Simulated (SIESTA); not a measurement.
## BaTiO3 in SIESTA: convergence with basis size

Input of the first run (basis size SZ); the others differ in this setting and in those tied to it:

File BaTiO3.fdf:

```
SystemName                      BaTiO3
SystemLabel                     BaTiO3
NumberOfSpecies                 3
NumberOfAtoms                   5
%block ChemicalSpeciesLabel
  1  56 Ba
  2  22 Ti
  3   8 O
%endblock ChemicalSpeciesLabel

LatticeConstant                 1.0 Ang
%block LatticeVectors
     2.8273666084     1.6323808724     2.3183934932
    -2.8273666084     1.6323808724     2.3183934932
     0.0000000000    -3.2647617449     2.3183934932
%endblock LatticeVectors
AtomicCoordinatesFormat         Fractional
%block AtomicCoordinatesAndAtomicSpecies
    -0.0126770000    -0.0079790000     0.0071180000  1  Ba
     0.4831240000     0.4725880000     0.4820330000  2  Ti
     0.5105020000     0.0092900000     0.5165310000  3  O
     0.0211820000     0.5202550000     0.5135860000  3  O
     0.5107760000     0.5139200000     0.0142200000  3  O
%endblock AtomicCoordinatesAndAtomicSpecies

%block kgrid.MonkhorstPack
    5   0   0  0.0
    0   5   0  0.0
    0   0   5  0.0
%endblock kgrid.MonkhorstPack
XC.Functional                   GGA
XC.Authors                      PBE
PAO.BasisSize                   SZ
PAO.EnergyShift                 0.003 Ry
Mesh.Cutoff                     800 Ry
OccupationFunction              FD
ElectronicTemperature           0.05 eV
MaxSCFIterations                120
SCF.MustConverge                false
SCF.Mixer.Method                Pulay
SCF.Mixer.Weight                0.25
SCF.Mixer.History               8
SCF.DM.Tolerance                5.0e-05
SCF.H.Tolerance                 1.0e-03 eV
WriteForces                     true
Charge.Mulliken                 end
%block PAO.Basis
  Ba 3
  n=5 0 1
    4.395
  n=6 0 1
    9.500
  n=5 1 1
    5.243
%endblock PAO.Basis
```

Potentials or basis: PseudoDojo 0.4 standard (PBE files), SZ (energy shift 0.003 Ry).

Launch:

```console
$ siesta BaTiO3.fdf > BaTiO3.out 2>&1
```

The cell isn't the ideal one: atoms moved at random, drawn with an rms of 0.05 Å.

Hardware: 1 thread of Arm Neoverse V1, on a shared host.

| basis size | energy less the tightest run, at zero smearing (meV/atom) | pressure (GPa) | largest force (eV/Å) | SCF cycles | CPU time (s) | peak memory (GiB) |
| --- | --- | --- | --- | --- | --- | --- |
| SZ | 1547.38 | 10.42 | 0.878 | 13 | 25 | 0.28 |
| SZP | 258.15 | 9.01 | 0.521 | 11 | 86 | 0.45 |
| DZ | 370.56 | 7.31 | 1.131 | 12 | 37 | 0.32 |
| DZP | 51.79 | 7.51 | 0.615 | 12 | 120 | 0.49 |
| DZDP | 35.70 | 7.47 | 0.698 | 11 | 170 | 0.57 |
| TZP | 25.79 | 7.40 | 0.675 | 11 | 150 | 0.54 |
| TZDP | 8.56 | 7.48 | 0.743 | 10 | 210 | 0.63 |
| TZTP | 0.00 | 7.37 | 0.750 | 10 | 310 | 0.74 |

Not settled before the last step: the energy (to 1 meV/atom), the pressure (to 0.1 GPa), the largest force (to 0.005 eV/Å). The tightest run that finished is the yardstick and may itself not be fully converged.

Caveat, for the tightest run too: this set's barium file shifts pressures by up to 1 GPa against other sets; the basis of atomic orbitals isn't converged, which shifts pressures, moduli and gaps.
